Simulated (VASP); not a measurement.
# free-standing triangular Ru monolayer, spacing 3.288 A: a series over U, part 3 of 4

Aim: follow the moments and the gap of free-standing triangular Ru monolayer, spacing 3.288 A as U grows.

VASP 6.6.1, plane waves and PAW; the level of theory is named at each step.

So far, largest spin moment in the PAW sphere (μB): step 2 (series over U, start order fm, U 0, r2SCAN) 2.88; step 3 (series over U, start order AFM, U 0, r2SCAN) 2.73; step 4 (series over U, start order fm, U 3, r2SCAN, DFT+U) 3.14.

## (7) Series over U, start order AFM, U 4

This step: r2SCAN, DFT+U (Ru d 4 eV), spin-polarised from an antiferromagnetic start; plane waves and PAW (Ru) (VASP 6.6.1).

INCAR

```
SYSTEM = Ru
PREC = Normal
ENCUT = 350
EDIFF = 1E-06
NELM = 150
ISMEAR = 0
SIGMA = 0.1
LREAL = .FALSE.
ALGO = Normal
METAGGA = R2SCAN
LASPH = .TRUE.
NBANDS = 17
ISPIN = 2
MAGMOM = 1 -1
LDAU = .TRUE.
LDAUTYPE = 2
LDAUL = 2
LDAUU = 4
LDAUJ = 0
LDAUPRINT = 1
LMAXMIX = 4
LORBIT = 11
LWAVE = .FALSE.
LCHARG = .FALSE.
KPAR = 2
AMIX = 0.2
BMIX = 1E-04
AMIX_MAG = 0.8
BMIX_MAG = 1E-04
NEDOS = 1200
```

POSCAR

```
Ru
1.0
    6.5760000000      0.0000000000      0.0000000000
   -1.6440000000      2.8474920000      0.0000000000
    0.0000000000      0.0000000000     14.0000000000
Ru
2
Direct
    0.0000000000      0.0000000000      0.5000000000
    0.5000000000      0.0000000000      0.5000000000
```

KPOINTS

```
Automatic mesh
0
Gamma
8 8 1
0 0 0
```

Potentials, in the order of the species: Ru (PBE family, release 64).

On the command line:

```console
$ mpirun -np 2 vasp_std
```

The program printed:

```text
[... set-up lines as in an earlier step ...]
 entering main loop
       N       E                     dE             d eps       ncg     rms          rms(c)
DAV:   1     0.333197612551E+02    0.33320E+02   -0.37926E+03  1700   0.481E+02
DAV:   2    -0.332063829864E+02   -0.66526E+02   -0.57243E+02  2415   0.104E+02
DAV:   3    -0.372686056131E+02   -0.40622E+01   -0.37443E+01  1880   0.287E+01
DAV:   4    -0.373135152537E+02   -0.44910E-01   -0.44577E-01  2036   0.328E+00
[...]
DAV:   8    -0.371599910032E+02   -0.35020E+00   -0.23603E-01  1755   0.310E+00    0.176E+00
DAV:   9    -0.373910918081E+02   -0.23110E+00   -0.20099E-01  1838   0.246E+00    0.189E+00
DAV:  10    -0.374808757574E+02   -0.89784E-01   -0.25002E-02  1756   0.783E-01    0.213E+00
[... 130 further cycles ...]
DAV: 141    -0.373164869573E+02    0.52886E-04   -0.10029E-05  1700   0.317E-02    0.224E-04
DAV: 142    -0.373165373151E+02   -0.50358E-04   -0.10030E-05  1700   0.317E-02    0.151E-04
DAV: 143    -0.373164834689E+02    0.53846E-04   -0.10082E-05  1700   0.317E-02    0.231E-04
DAV: 144    -0.373165360253E+02   -0.52556E-04   -0.97700E-06  1700   0.313E-02    0.149E-04
[...]
DAV: 148    -0.373165362443E+02   -0.53885E-04   -0.98438E-06  1700   0.314E-02    0.152E-04
DAV: 149    -0.373164829265E+02    0.53318E-04   -0.98471E-06  1700   0.313E-02    0.230E-04
DAV: 150    -0.373165368313E+02   -0.53905E-04   -0.99780E-06  1700   0.317E-02
 [... a notice as in an earlier step ...]

   1 F= -.37316537E+02 E0= -.37302640E+02  d E =-.277937E-01  mag=     0.0000
```

Elapsed: 7 min, on 2 MPI ranks of Intel Xeon 6975P-C (Granite Rapids), shared host; peak memory 0.53 GiB.

From OUTCAR (step 7):

```text
atom =   1  type =  1  l = 2

 onsite density matrix

spin component  1

  0.9112 -0.0000  0.0069  0.0000  0.0073
 -0.0000  0.9406  0.0000  0.0011 -0.0000
  0.0069  0.0000  0.9396 -0.0000  0.0040
  0.0000  0.0011 -0.0000  0.9419  0.0000
  0.0073 -0.0000  0.0040  0.0000  0.9028

spin component  2

  0.3876  0.0000 -0.2362  0.0000 -0.1706
  0.0000  0.3491 -0.0000 -0.2003  0.0000
 -0.2362 -0.0000  0.2859  0.0000 -0.1364
  0.0000 -0.2003  0.0000  0.1179  0.0000
 -0.1706  0.0000 -0.1364  0.0000  0.5846

 occupancies and eigenvectors

  o =  0.0023  v =  0.0000  0.0000  0.0000  0.0000  0.0000 -0.0000 -0.5000 -0.0000 -0.8660 -0.0000      0.0000  0.0000  0.0000  0.0000  0.0000  0.0000  0.0000  0.0000  0.0000  0.0000
  o =  0.0147  v =  0.0000  0.0000  0.0000  0.0000  0.0000  0.6105 -0.0000  0.7092 -0.0000  0.3525      0.0000  0.0000  0.0000  0.0000  0.0000  0.0000  0.0000  0.0000  0.0000  0.0000
  o =  0.4648  v =  0.0000  0.0000  0.0000  0.0000  0.0000 -0.0000  0.8660  0.0000 -0.5000 -0.0000      0.0000  0.0000  0.0000  0.0000  0.0000  0.0000  0.0000  0.0000  0.0000  0.0000
  o =  0.5603  v =  0.0000  0.0000  0.0000  0.0000  0.0000  0.6142  0.0000 -0.7050 -0.0000  0.3546      0.0000  0.0000  0.0000  0.0000  0.0000  0.0000  0.0000  0.0000  0.0000  0.0000
  o =  0.6831  v =  0.0000  0.0000  0.0000  0.0000  0.0000  0.5000 -0.0000 -0.0000  0.0000 -0.8660      0.0000  0.0000  0.0000  0.0000  0.0000  0.0000  0.0000  0.0000  0.0000  0.0000
  o =  0.8986  v = -0.5000  0.0000 -0.0000 -0.0000  0.8660  0.0000  0.0000  0.0000  0.0000  0.0000      0.0000  0.0000  0.0000  0.0000  0.0000  0.0000  0.0000  0.0000  0.0000  0.0000
  o =  0.9131  v =  0.8294  0.0000 -0.2878 -0.0000  0.4788  0.0000  0.0000  0.0000  0.0000  0.0000      0.0000  0.0000  0.0000  0.0000  0.0000  0.0000  0.0000  0.0000  0.0000  0.0000
  o =  0.9399  v = -0.0000  0.8660 -0.0000 -0.5000 -0.0000  0.0000  0.0000  0.0000  0.0000  0.0000      0.0000  0.0000  0.0000  0.0000  0.0000  0.0000  0.0000  0.0000  0.0000  0.0000
  o =  0.9420  v = -0.2493  0.0000 -0.9577  0.0000 -0.1439  0.0000  0.0000  0.0000  0.0000  0.0000      0.0000  0.0000  0.0000  0.0000  0.0000  0.0000  0.0000  0.0000  0.0000  0.0000
  o =  0.9425  v = -0.0000 -0.5000 -0.0000 -0.8660 -0.0000  0.0000  0.0000  0.0000  0.0000  0.0000      0.0000  0.0000  0.0000  0.0000  0.0000  0.0000  0.0000  0.0000  0.0000  0.0000

atom =   2  type =  1  l = 2

 onsite density matrix

spin component  1

  0.3876  0.0000 -0.2362 -0.0000 -0.1706
  0.0000  0.3491 -0.0000 -0.2003  0.0000
 -0.2362 -0.0000  0.2859  0.0000 -0.1364
 -0.0000 -0.2003  0.0000  0.1179 -0.0000
 -0.1706  0.0000 -0.1364 -0.0000  0.5846

spin component  2

  0.9112  0.0000  0.0069 -0.0000  0.0073
  0.0000  0.9406 -0.0000  0.0011  0.0000
  0.0069 -0.0000  0.9396 -0.0000  0.0040
 -0.0000  0.0011 -0.0000  0.9419  0.0000
  0.0073  0.0000  0.0040  0.0000  0.9028

[...]
o =  0.6831  v = -0.5000 -0.0000  0.0000  0.0000  0.8660  0.0000  0.0000  0.0000  0.0000  0.0000      0.0000  0.0000  0.0000  0.0000  0.0000  0.0000  0.0000  0.0000  0.0000  0.0000
  o =  0.8986  v =  0.0000  0.0000  0.0000  0.0000  0.0000  0.5000 -0.0000  0.0000  0.0000 -0.8660      0.0000  0.0000  0.0000  0.0000  0.0000  0.0000  0.0000  0.0000  0.0000  0.0000
  o =  0.9131  v =  0.0000  0.0000  0.0000  0.0000  0.0000 -0.8294 -0.0000  0.2878  0.0000 -0.4788      0.0000  0.0000  0.0000  0.0000  0.0000  0.0000  0.0000  0.0000  0.0000  0.0000
  o =  0.9399  v =  0.0000  0.0000  0.0000  0.0000  0.0000 -0.0000 -0.8660 -0.0000  0.5000 -0.0000      0.0000  0.0000  0.0000  0.0000  0.0000  0.0000  0.0000  0.0000  0.0000  0.0000
  o =  0.9420  v =  0.0000  0.0000  0.0000  0.0000  0.0000  0.2493  0.0000  0.9577  0.0000  0.1439      0.0000  0.0000  0.0000  0.0000  0.0000  0.0000  0.0000  0.0000  0.0000  0.0000
  o =  0.9425  v =  0.0000  0.0000  0.0000  0.0000  0.0000  0.0000 -0.5000  0.0000 -0.8660  0.0000      0.0000  0.0000  0.0000  0.0000  0.0000  0.0000  0.0000  0.0000  0.0000  0.0000

 spin component 1
 k-point     1 :       0.0000    0.0000    0.0000
  band No.  band energies     occupation
    ...
      3      -6.4680      1.00000
      4      -5.8551      1.00000
      5      -5.4996      1.00000
      6      -5.3830      1.00000
      7      -2.9269      1.00000
      8      -2.3199      0.01113
      9      -1.7214      0.00000
     10      -1.0830      0.00000
     11      -0.5751      0.00000
     12      -0.3712      0.00000
    ...

 k-point     2 :       0.1250    0.0000    0.0000
  band No.  band energies     occupation
    ...
      3      -6.4186      1.00000
      4      -5.8548      1.00000
      5      -5.4517      1.00000
      6      -5.3616      1.00000
      7      -2.9424      1.00000
      8      -2.3621      0.04565
      9      -1.7224      0.00000
     10      -1.2707      0.00000
     11      -1.0520      0.00000
     12      -0.2716      0.00000
    ...

  Total       -7.1874351     -7.2799443     -0.0416806      0.0801133      0.0000000      0.0000000
  in kB      -43.9270630    -44.4924467     -0.2547371      0.4896239      0.0000000      0.0000000
  external PRESSURE =     -29.5580823 kB  Pullay stress =       0.0000000 kB

 POSITION                                       TOTAL-FORCE (eV/Angst)
 -----------------------------------------------------------------------------------
      0.00000      0.00000      7.00000         0.000000      0.000000      0.000000
      3.28800      0.00000      7.00000        -0.000000      0.000000      0.000000
 -----------------------------------------------------------------------------------
    total drift:                               -0.000000      0.000000      0.000000

  FREE ENERGIE OF THE ION-ELECTRON SYSTEM (eV)
  ---------------------------------------------------
  free  energy   TOTEN  =       -37.3165368313 eV

  energy  without entropy=      -37.2887430982  energy(sigma->0) =      -37.30263996

 magnetization (x)
# of ion       s       p       d       tot
------------------------------------------
    1        0.075   0.029   2.901   3.006
    2       -0.075  -0.029  -2.901  -3.006
--------------------------------------------------
tot          0.000   0.000  -0.000  -0.000

[... 8 parts as in an earlier step ...]

[... 11 further parts left out ...]
[key lines of the parts left out:]
E-fermi :  -2.4815
```

The electronic loop did not meet EDIFF within NELM cycles, so this run is left out of the comparison.

## (8) Series over U, start order fm, U 6

This step: r2SCAN, DFT+U (Ru d 6 eV), spin-polarised from a ferromagnetic start; plane waves and PAW (Ru) (VASP 6.6.1).

Changes to INCAR since step 7:

```diff
@@ -13,3 +13,3 @@
 ISPIN = 2
-MAGMOM = 1 -1
+MAGMOM = 1 1
 LDAU = .TRUE.
@@ -17,3 +17,3 @@
 LDAUL = 2
-LDAUU = 4
+LDAUU = 6
 LDAUJ = 0
```

POSCAR is that of step 7.

KPOINTS is that of step 7.

On the command line:

```console
$ mpirun -np 2 vasp_std
```

The program printed:

```text
[... set-up lines as in an earlier step ...]
 entering main loop
       N       E                     dE             d eps       ncg     rms          rms(c)
DAV:   1     0.391211723657E+02    0.39121E+02   -0.39108E+03  1700   0.482E+02
DAV:   2    -0.292679250562E+02   -0.68389E+02   -0.58851E+02  2436   0.105E+02
DAV:   3    -0.334993167204E+02   -0.42314E+01   -0.40034E+01  1867   0.293E+01
DAV:   4    -0.335384171521E+02   -0.39100E-01   -0.39055E-01  2082   0.317E+00
[...]
DAV:  40    -0.362940241858E+02    0.40890E-05   -0.45742E-07  1516   0.699E-03    0.441E-04
DAV:  41    -0.362940278472E+02   -0.36615E-05   -0.45543E-07  1500   0.636E-03    0.439E-04
DAV:  42    -0.362940276514E+02    0.19577E-06   -0.31067E-07  1500   0.534E-03
   1 F= -.36294028E+02 E0= -.36289243E+02  d E =-.957004E-02  mag=     6.3840
```

The job ended after 1.8 min (2 MPI ranks; peak memory 0.52 GiB; 3.6 min of CPU time).

From OUTCAR (step 8):

```text
  Total       -4.2480801     -4.3726705     -0.0344800      0.1078972      0.0000000      0.0000000
  in kB      -25.9627643    -26.7242168     -0.2107295      0.6594296      0.0000000      0.0000000
  external PRESSURE =     -17.6325702 kB  Pullay stress =       0.0000000 kB

 POSITION                                       TOTAL-FORCE (eV/Angst)
 -----------------------------------------------------------------------------------
      0.00000      0.00000      7.00000         0.000000      0.000000     -0.000000
      3.28800      0.00000      7.00000        -0.000000      0.000000      0.000000
 -----------------------------------------------------------------------------------
    total drift:                                0.000000      0.000000      0.000000

  FREE ENERGIE OF THE ION-ELECTRON SYSTEM (eV)
  ---------------------------------------------------
  free  energy   TOTEN  =       -36.2940276514 eV

  energy  without entropy=      -36.2844576144  energy(sigma->0) =      -36.28924263

 magnetization (x)
# of ion       s       p       d       tot
------------------------------------------
    1        0.075   0.008   2.958   3.041
    2        0.075   0.008   2.958   3.041
--------------------------------------------------
tot          0.149   0.016   5.916   6.082

[... 2 parts as in an earlier step ...]

[... 1 further part left out ...]
[key lines of the parts left out:]
E-fermi :  -1.3060
```

Spin moment in the PAW sphere by atom:

```
atom  spin moment in the PAW sphere (μB)
 Ru1                                3.04
 Ru2                                3.04
```

Energy at zero smearing: -36.28924 eV.

## (9) Series over U, start order AFM, U 6

This step: r2SCAN, DFT+U (Ru d 6 eV), spin-polarised from an antiferromagnetic start; plane waves and PAW (Ru) (VASP 6.6.1).

Changes to INCAR since step 8:

```diff
@@ -13,3 +13,3 @@
 ISPIN = 2
-MAGMOM = 1 1
+MAGMOM = 1 -1
 LDAU = .TRUE.
```

POSCAR is that of step 8.

KPOINTS is that of step 8.

On the command line:

```console
$ mpirun -np 2 vasp_std
```

The program printed:

```text
[... set-up lines as in an earlier step ...]
 entering main loop
       N       E                     dE             d eps       ncg     rms          rms(c)
DAV:   1     0.391865740913E+02    0.39187E+02   -0.38090E+03  1700   0.481E+02
DAV:   2    -0.290415473726E+02   -0.68228E+02   -0.58716E+02  2407   0.105E+02
DAV:   3    -0.332027659714E+02   -0.41612E+01   -0.38467E+01  1887   0.296E+01
DAV:   4    -0.332455962629E+02   -0.42830E-01   -0.42692E-01  2026   0.328E+00
[...]
DAV:   8    -0.351530082165E+02   -0.39079E+00   -0.22404E-01  1935   0.299E+00    0.231E+00
DAV:   9    -0.355823031486E+02   -0.42929E+00   -0.23885E-01  1874   0.242E+00    0.233E+00
DAV:  10    -0.359006768883E+02   -0.31837E+00   -0.57494E-02  1791   0.139E+00    0.245E+00
[... 130 further cycles ...]
DAV: 141    -0.363254698897E+02   -0.72243E-02   -0.44744E-03  1708   0.492E-01    0.309E-01
DAV: 142    -0.363230808692E+02    0.23890E-02   -0.22232E-04  1708   0.147E-01    0.310E-01
DAV: 143    -0.363216978356E+02    0.13830E-02   -0.10866E-04  1818   0.718E-02    0.311E-01
DAV: 144    -0.363341739752E+02   -0.12476E-01   -0.44883E-03  1784   0.543E-01    0.303E-01
[...]
DAV: 148    -0.362524591893E+02    0.15844E-01   -0.49172E-02  1754   0.143E+00    0.198E-01
DAV: 149    -0.362211855120E+02    0.31274E-01   -0.55579E-02  1770   0.179E+00    0.265E-01
DAV: 150    -0.362101664332E+02    0.11019E-01   -0.20951E-02  1722   0.979E-01
 [... a notice as in an earlier step ...]

   1 F= -.36210166E+02 E0= -.36198584E+02  d E =-.231656E-01  mag=     0.0000
```

Elapsed: 6.4 min, on 2 MPI ranks; peak memory 0.55 GiB.

OUTCAR, selected parts (step 9):

```text
atom =   1  type =  1  l = 2

 onsite density matrix

spin component  1

  0.9492  0.0000  0.0096  0.0000 -0.0029
  0.0000  0.9597 -0.0000 -0.0021  0.0000
  0.0096 -0.0000  0.9568  0.0000  0.0055
  0.0000 -0.0021  0.0000  0.9572  0.0000
 -0.0029  0.0000  0.0055  0.0000  0.9525

spin component  2

  0.6890  0.0000 -0.2649  0.0000  0.2456
  0.0000  0.0846 -0.0000 -0.0483  0.0000
 -0.2649 -0.0000  0.1237 -0.0000 -0.1530
  0.0000 -0.0483 -0.0000  0.0287  0.0000
  0.2456  0.0000 -0.1530  0.0000  0.4054

 occupancies and eigenvectors

  o =  0.0008  v =  0.0000  0.0000  0.0000  0.0000  0.0000 -0.0000 -0.5000 -0.0000 -0.8660 -0.0000      0.0000  0.0000  0.0000  0.0000  0.0000  0.0000  0.0000  0.0000  0.0000  0.0000
  o =  0.0097  v =  0.0000  0.0000  0.0000  0.0000  0.0000 -0.3024  0.0000 -0.9371  0.0000 -0.1746      0.0000  0.0000  0.0000  0.0000  0.0000  0.0000  0.0000  0.0000  0.0000  0.0000
  o =  0.1125  v =  0.0000  0.0000  0.0000  0.0000  0.0000  0.0000  0.8660 -0.0000 -0.5000 -0.0000      0.0000  0.0000  0.0000  0.0000  0.0000  0.0000  0.0000  0.0000  0.0000  0.0000
  o =  0.2637  v =  0.0000  0.0000  0.0000  0.0000  0.0000 -0.5000  0.0000  0.0000 -0.0000  0.8660      0.0000  0.0000  0.0000  0.0000  0.0000  0.0000  0.0000  0.0000  0.0000  0.0000
  o =  0.9401  v =  0.7213 -0.0000 -0.5534 -0.0000  0.4165  0.0000  0.0000  0.0000  0.0000  0.0000      0.0000  0.0000  0.0000  0.0000  0.0000  0.0000  0.0000  0.0000  0.0000  0.0000
  o =  0.9447  v =  0.0000  0.0000  0.0000  0.0000  0.0000 -0.8115 -0.0000  0.3492  0.0000 -0.4685      0.0000  0.0000  0.0000  0.0000  0.0000  0.0000  0.0000  0.0000  0.0000  0.0000
  o =  0.9542  v =  0.5000  0.0000  0.0000  0.0000 -0.8660  0.0000  0.0000  0.0000  0.0000  0.0000      0.0000  0.0000  0.0000  0.0000  0.0000  0.0000  0.0000  0.0000  0.0000  0.0000
  o =  0.9560  v =  0.0000 -0.5000 -0.0000 -0.8660 -0.0000  0.0000  0.0000  0.0000  0.0000  0.0000      0.0000  0.0000  0.0000  0.0000  0.0000  0.0000  0.0000  0.0000  0.0000  0.0000
  o =  0.9609  v =  0.0000 -0.8660 -0.0000  0.5000 -0.0000  0.0000  0.0000  0.0000  0.0000  0.0000      0.0000  0.0000  0.0000  0.0000  0.0000  0.0000  0.0000  0.0000  0.0000  0.0000
  o =  0.9641  v = -0.4792  0.0000 -0.8329  0.0000 -0.2767  0.0000  0.0000  0.0000  0.0000  0.0000      0.0000  0.0000  0.0000  0.0000  0.0000  0.0000  0.0000  0.0000  0.0000  0.0000

atom =   2  type =  1  l = 2

 onsite density matrix

spin component  1

  0.6890  0.0000 -0.2649 -0.0000  0.2456
  0.0000  0.0846  0.0000 -0.0483  0.0000
 -0.2649  0.0000  0.1237 -0.0000 -0.1530
 -0.0000 -0.0483 -0.0000  0.0287  0.0000
  0.2456  0.0000 -0.1530  0.0000  0.4054

spin component  2

  0.9492  0.0000  0.0096  0.0000 -0.0029
  0.0000  0.9597  0.0000 -0.0021  0.0000
  0.0096  0.0000  0.9568  0.0000  0.0055
  0.0000 -0.0021  0.0000  0.9572 -0.0000
 -0.0029  0.0000  0.0055 -0.0000  0.9525

[...]
o =  0.9401  v =  0.0000  0.0000  0.0000  0.0000  0.0000  0.7213  0.0000 -0.5534  0.0000  0.4165      0.0000  0.0000  0.0000  0.0000  0.0000  0.0000  0.0000  0.0000  0.0000  0.0000
  o =  0.9447  v = -0.8115  0.0000  0.3492 -0.0000 -0.4685  0.0000  0.0000  0.0000  0.0000  0.0000      0.0000  0.0000  0.0000  0.0000  0.0000  0.0000  0.0000  0.0000  0.0000  0.0000
  o =  0.9542  v =  0.0000  0.0000  0.0000  0.0000  0.0000 -0.5000  0.0000 -0.0000  0.0000  0.8660      0.0000  0.0000  0.0000  0.0000  0.0000  0.0000  0.0000  0.0000  0.0000  0.0000
  o =  0.9560  v =  0.0000  0.0000  0.0000  0.0000  0.0000 -0.0000 -0.5000 -0.0000 -0.8660  0.0000      0.0000  0.0000  0.0000  0.0000  0.0000  0.0000  0.0000  0.0000  0.0000  0.0000
  o =  0.9609  v =  0.0000  0.0000  0.0000  0.0000  0.0000 -0.0000 -0.8660 -0.0000  0.5000  0.0000      0.0000  0.0000  0.0000  0.0000  0.0000  0.0000  0.0000  0.0000  0.0000  0.0000
  o =  0.9641  v =  0.0000  0.0000  0.0000  0.0000  0.0000 -0.4792  0.0000 -0.8329 -0.0000 -0.2767      0.0000  0.0000  0.0000  0.0000  0.0000  0.0000  0.0000  0.0000  0.0000  0.0000

 spin component 1
 k-point     1 :       0.0000    0.0000    0.0000
  band No.  band energies     occupation
    ...
      3      -8.1691      1.00000
      4      -7.3716      1.00000
      5      -7.2704      1.00000
      6      -5.9636      1.00000
      7      -5.5484      1.00000
      8      -1.2015      0.40651
      9      -0.3554      0.00000
     10      -0.2550      0.00000
     11       0.3804      0.00000
     12       0.5073      0.00000
    ...

 k-point     2 :       0.1250    0.0000    0.0000
  band No.  band energies     occupation
    ...
      3      -8.1690      1.00000
      4      -7.3535      1.00000
      5      -7.2664      1.00000
      6      -5.8924      1.00000
      7      -5.5444      1.00000
      8      -1.2113      0.46064
      9      -1.1565      0.19115
     10      -0.1806      0.00000
     11       0.3798      0.00000
     12       0.4816      0.00000
    ...

  Total       -4.2704715     -4.2633629     -1.2283753     -0.0061574      0.0000000      0.0000000
  in kB      -26.0996122    -26.0561671     -7.5073954     -0.0376320      0.0000000      0.0000000
  external PRESSURE =     -19.8877249 kB  Pullay stress =       0.0000000 kB

 POSITION                                       TOTAL-FORCE (eV/Angst)
 -----------------------------------------------------------------------------------
      0.00000      0.00000      7.00000         0.000000      0.000000      0.000000
      3.28800      0.00000      7.00000         0.000000      0.000000      0.000000
 -----------------------------------------------------------------------------------
    total drift:                                0.000000      0.000000      0.000000

  FREE ENERGIE OF THE ION-ELECTRON SYSTEM (eV)
  ---------------------------------------------------
  free  energy   TOTEN  =       -36.2101664332 eV

  energy  without entropy=      -36.1870007985  energy(sigma->0) =      -36.19858362

 magnetization (x)
# of ion       s       p       d       tot
------------------------------------------
    1        0.133   0.018   3.434   3.586
    2       -0.133  -0.018  -3.434  -3.586
--------------------------------------------------
tot          0.000   0.000   0.000   0.000

[... 8 parts as in an earlier step ...]

[... 11 further parts left out ...]
[key lines of the parts left out:]
E-fermi :  -1.2183
```

The electronic loop did not meet EDIFF within NELM cycles, so this run is left out of the comparison.

(Part 3 of 4 ends here.)

[Lines on the potential files, build, host, timing and source positions are cut from VASP's logs without a mark.]

[Logs are printed without paths, hosts, clocks, repeated set-up lines and the standing remarks that a program may print on its own settings, such as how far it seeks lower states.]

[Hosts, paths, dates, database ids (printed as entryN), source tags and the programs' standing remarks are cut or masked in the printed files.]

[In band tables of VASP the shares of atoms and orbitals are scaled to a sum of 1 inside the atoms' spheres.]

[Runs that stopped without an error message from VASP are left out.]
